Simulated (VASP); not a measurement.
# SiNi (Pnma) in VASP: reference runs

Aim: a first look at SiNi with PBE, on the cell as given and on a disturbed one.

Everything below comes from runs of VASP 6.6.1. Logs are shortened: lines on timing, memory, paths and dates and some standing lists are left out, and cuts for length are marked.

**1. The structure**

It takes space group Pnma (No. 62, orthorhombic). The conventional cell has a = 5.173 Å, b = 3.338 Å, c = 5.605 Å, α = 90.00°, β = 90.00°, γ = 90.00°. Ni (site symmetry m) has 6 Si at 2.28 to 2.40 Å as nearest neighbours. Around Si (site symmetry m) lie 6 Ni at 2.28 to 2.40 Å.

**2. Single point, PBE, collinear spin, ferromagnetic start**

File INCAR:

```
PREC     = Accurate       # precision mode
ENCUT    = 520            # plane-wave cutoff, eV
EDIFF    = 1E-7           # SCF threshold, eV
ISMEAR   = -1             # smearing method
SIGMA    = 0.05           # smearing width, eV
LREAL    = False          # projectors in reciprocal space
LASPH    = True           # aspherical terms in the spheres
NELM     = 100            # most SCF steps
ALGO     = Normal         # electronic algorithm
ISIF     = 2              # what is computed and relaxed
LWAVE    = False          # write WAVECAR
LCHARG   = False          # write CHGCAR
ISPIN    = 2              # spin polarisation
MAGMOM   = 1 1 1 1 0 0 0 0 # initial moments
LORBIT   = 11             # projections on sites
LMAXMIX  = 4              # l up to which the mixer works
GGA      = PE             # functional
NBANDS   = 42             # bands
```

File KPOINTS:

```
regular mesh
0
Gamma
  5 8 5
```

File POSCAR:

```
SiNi
1.0
    5.1731000000      0.0000000000      0.0000000000
    0.0000000000      3.3381000000      0.0000000000
    0.0000000000      0.0000000000      5.6049000000
Ni Si
4 4
Direct
    0.9922100000      0.7500000000      0.8124800000
    0.5077900000      0.2500000000      0.3124800000
    0.4922100000      0.7500000000      0.6875200000
    0.0077900000      0.2500000000      0.1875200000
    0.6787200000      0.2500000000      0.9175000000
    0.8212800000      0.7500000000      0.4175000000
    0.1787200000      0.2500000000      0.5825000000
    0.3212800000      0.7500000000      0.0825000000
```

Potentials or basis: VASP PAW PBE potentials, release 64 (Ni, Si).

On the command line:

```bash
$ cat potpaw_PBE.64/Ni/POTCAR potpaw_PBE.64/Si/POTCAR > POTCAR
$ mpirun -np 1 vasp_std > vasp.out
```

OUTCAR:

```text
PREC = Accurate
   ENCUT = 520
   EDIFF = 1E-7
   ISMEAR = -1
   LREAL = False
   LASPH = True
   NELM = 100
   ISIF = 2
   ISPIN = 2
   LORBIT = 11
   GGA = PE

 ion  position               nearest neighbor table
   1  0.992  0.750  0.812-   8 2.28   7 2.32   7 2.32   6 2.38   5 2.40   5 2.40   3 2.68   3 2.68
                             4 2.69   4 2.69
   2  0.508  0.250  0.312-   7 2.28   8 2.32   8 2.32   5 2.38   6 2.40   6 2.40   4 2.68   4 2.68
                             3 2.69   3 2.69
   3  0.492  0.750  0.688-   6 2.28   5 2.32   5 2.32   8 2.38   7 2.40   7 2.40   1 2.68   1 2.68
                             2 2.69   2 2.69
   4  0.008  0.250  0.188-   5 2.28   6 2.32   6 2.32   7 2.38   8 2.40   8 2.40   2 2.68   2 2.68
                             1 2.69   1 2.69
   5  0.679  0.250  0.917-   4 2.28   3 2.32   3 2.32   2 2.38   1 2.40   1 2.40   8 2.66   8 2.66

   6  0.821  0.750  0.417-   3 2.28   4 2.32   4 2.32   1 2.38   2 2.40   2 2.40   7 2.66   7 2.66

   7  0.179  0.250  0.583-   2 2.28   1 2.32   1 2.32   4 2.38   3 2.40   3 2.40   6 2.66   6 2.66

   8  0.321  0.750  0.083-   1 2.28   2 2.32   2 2.32   3 2.38   4 2.40   4 2.40   5 2.66   5 2.66

  LATTYP: Found a simple orthorhombic cell.
 ALAT       =     3.3381000000
 B/A-ratio  =     1.5497139091
 C/A-ratio  =     1.6790689314

  Lattice vectors:

 A1 = (   0.0000000000,  -3.3381000000,   0.0000000000)
 A2 = (   5.1731000000,   0.0000000000,   0.0000000000)
 A3 = (   0.0000000000,   0.0000000000,   5.6049000000)

Analysis of symmetry for initial positions (statically):
=====================================================================
 Subroutine PRICEL returns:
 Original cell was already a primitive cell.

 Routine SETGRP: Setting up the symmetry group for a
 simple orthorhombic supercell.

 Subroutine GETGRP returns: Found  8 space group operations
 (whereof  2 operations were pure point group operations)
 out of a pool of  8 trial point group operations.

The static configuration has the point symmetry S_2 .
 The point group associated with its full space group is D_2h.

Analysis of symmetry for dynamics (positions and initial velocities):
=====================================================================
 Subroutine PRICEL returns:
 Original cell was already a primitive cell.

 Routine SETGRP: Setting up the symmetry group for a
 simple orthorhombic supercell.

 Subroutine GETGRP returns: Found  8 space group operations
 (whereof  2 operations were pure point group operations)
 out of a pool of  8 trial point group operations.

The dynamic configuration has the point symmetry S_2 .
 The point group associated with its full space group is D_2h.

Analysis of structural, dynamic, and magnetic symmetry:
=====================================================================
 Subroutine PRICEL returns:
 Original cell was already a primitive cell.

 Routine SETGRP: Setting up the symmetry group for a
 simple orthorhombic supercell.

 Subroutine GETGRP returns: Found  8 space group operations
 (whereof  2 operations were pure point group operations)
 out of a pool of  8 trial point group operations.

The overall configuration has the point symmetry S_2 .
 The point group associated with its full space group is D_2h.

 Subroutine INISYM returns: Found  8 space group operations
 (whereof  2 operations are pure point group operations),
 and found     1 'primitive' translations

----------------------------------------------------------------------------------------

                                     Primitive cell

  volume of cell :      96.7872

  direct lattice vectors                    reciprocal lattice vectors
     5.173100000  0.000000000  0.000000000     0.193307688  0.000000000  0.000000000
     0.000000000  3.338100000  0.000000000     0.000000000  0.299571613  0.000000000
     0.000000000  0.000000000  5.604900000     0.000000000  0.000000000  0.178415315

  length of vectors
     5.173100000  3.338100000  5.604900000     0.193307688  0.299571613  0.178415315

  position of ions in fractional coordinates (direct lattice)
     0.992210000  0.750000000  0.812480000
     0.507790000  0.250000000  0.312480000
[... 77 lines left out ...]
   NGX,Y,Z   is equivalent  to a cutoff of  12.85, 13.94, 12.46 a.u.
   NGXF,Y,Z  is equivalent  to a cutoff of  25.71, 27.89, 24.92 a.u.
 SYSTEM =  unknown system
   PREC   = accura    normal or accurate (medium, high low for compatibility)
   ISTART =      0    job   : 0-new  1-cont  2-samecut
   ICHARG =      2    charge: 1-file 2-atom 10-const
   ISPIN  =      2    spin polarized calculation?
   LNONCOLLINEAR =      F non collinear calculations
   LSORBIT =      F    spin-orbit coupling
   LASPH  =      T    aspherical Exc in radial PAW
   ENCUT  =  520.0 eV  38.22 Ry    6.18 a.u.   9.62  6.21 10.42*2*pi/ulx,y,z
   NELM   =    100;   NELMIN=  2; NELMDL= -5     # of ELM steps
   EDIFF  = 0.1E-06   stopping-criterion for ELM
   LREAL  =      F    real-space projection
   EDIFFG = 0.1E-05   stopping-criterion for IOM
   NSW    =      0    number of steps for IOM
   IBRION =     -1    ionic relax: 0-MD 1-quasi-New 2-CG
   NFREE  =      0    steps in history (QN), initial steepest desc. (CG)
   ISIF   =      2    stress and relaxation
   ISYM   =      2    0-nonsym 1-usesym 2-fastsym
   POTIM  = 0.5000    time-step for ionic-motion
   TEBEG  =    0.0;   TEEND  =   0.0 temperature during run
   PSTRESS=    0.0 pullay stress
   NELECT =      56.0000    total number of electrons
   NUPDOWN=      -1.0000    fix difference up-down
   EMIN   =  10.00;   EMAX   =-10.00  energy-range for DOS
   EFERMI =   0.00;   METHOD = LEGACY
   ISMEAR =    -1;   SIGMA  =   0.05  broadening in eV -4-tet -1-fermi 0-gaus
   EFERMI_NEDOS =   21; number of points for ismear=-14 and -15
   IALGO  =     38    algorithm
   IMIX   =      4    mixing-type and parameters
     AMIX     =   0.40;   BMIX     =  1.00
     AMIX_MAG =   1.60;   BMIX_MAG =  1.00
  volume/ion in A,a.u.               =      12.10        81.64
  Fermi-wavevector in a.u.,A,eV,Ry     =   1.364158  2.577886 25.319466  1.860928
  Thomas-Fermi vector in A             =   2.490499
   LORBIT       =     11    0 simple, 1 ext, 2 COOP (PROOUT), +10 PAW based schemes
   GGA     = PE    functional components
   LHFCALC =     F    Hartree Fock is set to
   AEXX    =    0.0000 exact exchange contribution
   IVDW    =     0    specifies the selected vdW correction
   LEPSILON=     F    determine dielectric tensor
   LRPA    =     F    only Hartree local field effects (RPA)
 spin polarized calculation
  energy-cutoff  :      520.00
  volume of cell :       96.79
 maximum number of plane-waves:      2628
 NGX is ok and might be reduce to    40
   NGX = 19   NGY = 13   NGZ = 21

 number of electron      55.9999991 magnetization       0.0002873

 number of electron      55.9999991 magnetization      -0.0001191

 Free energy of the ion-electron system (eV)
  ---------------------------------------------------
  ext. energy  EPLUGINS =         0.00000000
  ---------------------------------------------------
  free energy    TOTEN  =       -47.59366198 eV

  energy without entropy =      -47.57527278  energy(sigma->0) =      -47.58446738

 E-fermi :  10.4675     XC(G=0): -12.2178

 val. band max:       10.4532017005   @ k =   0.0000   0.3750   0.2000
 cond. band min:      10.4753831921   @ k =   0.0000   0.5000   0.4000
 fundamental gap:      0.0221814915
 Fermi energy:        10.4674936879

 spin component 1

 k-point     1 :       0.0000    0.0000    0.0000
  band No.  band energies     occupation
      1      -2.5634      1.00000
      2       0.7406      1.00000
      3       2.1012      1.00000
      4       2.5937      1.00000
      5       3.9292      1.00000
      6       4.3897      1.00000
[... 1021 lines left out ...]
     39      17.6768      0.00000
     40      18.0410      0.00000

 [... further k-points ...]

 spin component 2

 k-point     1 :       0.0000    0.0000    0.0000
  band No.  band energies     occupation
      1      -2.5634      1.00000
      2       0.7406      1.00000
      3       2.1012      1.00000
      4       2.5937      1.00000
      5       3.9292      1.00000
      6       4.3897      1.00000
[... 1021 lines left out ...]
     39      17.6768      0.00000
     40      18.0410      0.00000

 [... further k-points ...]

 [bands above 40 left out]

------------------------ aborting loop because EDIFF is reached ----------------------------------------

  FORCE on cell =-STRESS in cart. coord.  units (eV):
  Direction    XX          YY          ZZ          XY          YZ          ZX
  --------------------------------------------------------------------------------------
  -------------------------------------------------------------------------------------
  Total        0.1160874      1.9321562      1.2105383      0.0000000      0.0000000      0.0000000
  in kB        1.9216646     31.9841432     20.0387684      0.0000000      0.0000000      0.0000000
  external PRESSURE =      17.9815254 kB  Pullay stress =       0.0000000 kB

 VOLUME and BASIS-vectors are now :
 -----------------------------------------------------------------------------
  energy-cutoff  :      520.00
  volume of cell :       96.79
      direct lattice vectors                 reciprocal lattice vectors
     5.173100000  0.000000000  0.000000000     0.193307688  0.000000000  0.000000000
     0.000000000  3.338100000  0.000000000     0.000000000  0.299571613  0.000000000
     0.000000000  0.000000000  5.604900000     0.000000000  0.000000000  0.178415315

 POSITION                                       TOTAL-FORCE (eV/Angst)
 -----------------------------------------------------------------------------------
      5.13280      2.50357      4.55387        -0.039726      0.000000     -0.041701
      2.62685      0.83452      1.75142         0.039726     -0.000000     -0.041701
      2.54625      2.50357      3.85348        -0.039726     -0.000000      0.041701
      0.04030      0.83452      1.05103         0.039726      0.000000      0.041701
      3.51109      0.83452      5.14250        -0.008034     -0.000000     -0.036721
      4.24856      2.50357      2.34005         0.008034     -0.000000     -0.036721
      0.92454      0.83452      3.26485        -0.008034     -0.000000      0.036721
      1.66201      2.50357      0.46240         0.008034     -0.000000      0.036721
 -----------------------------------------------------------------------------------
    total drift:                               -0.000000      0.000000     -0.000000

  FREE ENERGIE OF THE ION-ELECTRON SYSTEM (eV)
  ---------------------------------------------------
  free  energy   TOTEN  =       -47.5936619795 eV

  energy  without entropy=      -47.5752727820  energy(sigma->0) =      -47.58446738

 total charge

# of ion       s       p       d       tot
------------------------------------------
    1        0.498   0.640   8.447   9.585
    2        0.498   0.640   8.447   9.585
    3        0.498   0.640   8.447   9.585
    4        0.498   0.640   8.447   9.585
    5        0.761   0.853   0.000   1.615
    6        0.761   0.853   0.000   1.615
    7        0.761   0.853   0.000   1.615
    8        0.761   0.853   0.000   1.615
--------------------------------------------------
tot          5.036   5.975  33.787  44.797

 magnetization (x)

# of ion       s       p       d       tot
------------------------------------------
    1        0.000   0.000  -0.000  -0.000
    2        0.000   0.000  -0.000  -0.000
    3        0.000   0.000  -0.000  -0.000
    4        0.000   0.000  -0.000  -0.000
    5       -0.000  -0.000   0.000  -0.000
    6       -0.000  -0.000   0.000  -0.000
    7       -0.000  -0.000   0.000  -0.000
    8       -0.000  -0.000   0.000  -0.000
--------------------------------------------------
tot         -0.000   0.000  -0.000  -0.000
```

Run time: 6 min. Hardware: 1 thread of Intel Xeon Platinum 8488C (Sapphire Rapids), shared host; peak memory 0.4 GiB.

What came out:

* Free energy: -47.5937 eV
* Pressure: 1.8 GPa
* Largest force: 0.058 eV/Å
* Band gap on the k mesh: none (metal or under the smearing width)
* Net moment: 0.00 μB per cell
* Valence electrons inside the program's atomic spheres: Ni 9.59; Si 1.61

Forces on the atoms (eV/Å):
```
Ni  -0.040  0.000 -0.042
Ni   0.040  0.000 -0.042
Ni  -0.040  0.000  0.042
Ni   0.040  0.000  0.042
Si  -0.008  0.000 -0.037
Si   0.008  0.000 -0.037
Si  -0.008  0.000  0.037
Si   0.008  0.000  0.037
```

Levels at points of the mesh, in eV from the Fermi level:
Spin up:
| k point | band 24 | band 25 | band 26 | band 27 | band 28 | band 29 | band 30 | band 31 | band 32 | band 33 |
| --- | --- | --- | --- | --- | --- | --- | --- | --- | --- | --- |
| (0.00, 0.00, 0.00) | -1.99 | -1.88 | -1.22 | -1.02 | -1.00 | 0.52 | 1.18 | 3.35 | 4.03 | 4.15 |
| (0.00, 0.50, 0.00) | -2.11 | -1.88 | -1.88 | -1.45 | -1.45 | -0.65 | -0.65 | 1.96 | 1.96 | 2.50 |
Spin down:
| k point | band 26 | band 27 | band 28 | band 29 | band 30 | band 31 |
| --- | --- | --- | --- | --- | --- | --- |
| (0.00, 0.00, 0.00) | -1.22 | -1.02 | -1.00 | 0.52 | 1.18 | 3.35 |
| (0.00, 0.50, 0.00) | -1.88 | -1.45 | -1.45 | -0.65 | -0.65 | 1.96 |

(Continued in part 2 of 2.)
